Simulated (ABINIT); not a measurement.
Crystal: BaS.

```
Ba S
1.0
     0.00000    3.19375    3.19375
     3.19375    0.00000    3.19375
     3.19375    3.19375    0.00000
Ba S
1 1
Direct
  0.00000 0.00000 0.00000
  0.50000 0.50000 0.50000
```

Base run:

* Program: ABINIT 10.8.3 (patched build)
* Functional: HCTH407
* Potentials or basis: JTH PAW PBE v2.0
* Cutoff: 544 eV
* k mesh: 7 × 7 × 7
* Occupations: fermi-dirac, width 0.05 eV
* Spin: no spin polarisation

Its results: band gap on the k mesh 2.64 eV, indirect (least direct gap 2.79 eV); pressure 3.4 GPa.

Question: The run is repeated on the same cell with these changes: functional from HCTH407 to SOGGA. What comes out?

Answer: Band gap on the k mesh 2.03 eV, indirect (least direct gap 2.18 eV); pressure -1.1 GPa.

Caveats: this set's barium file shifts pressures by 1.5 GPa and gaps by 0.1 eV against other sets; the PAW data sets were made with another functional, which shifts forces and pressure a little; spin-orbit coupling is left out, which moves the levels of the heavy elements.

A k mesh can miss the band edges.
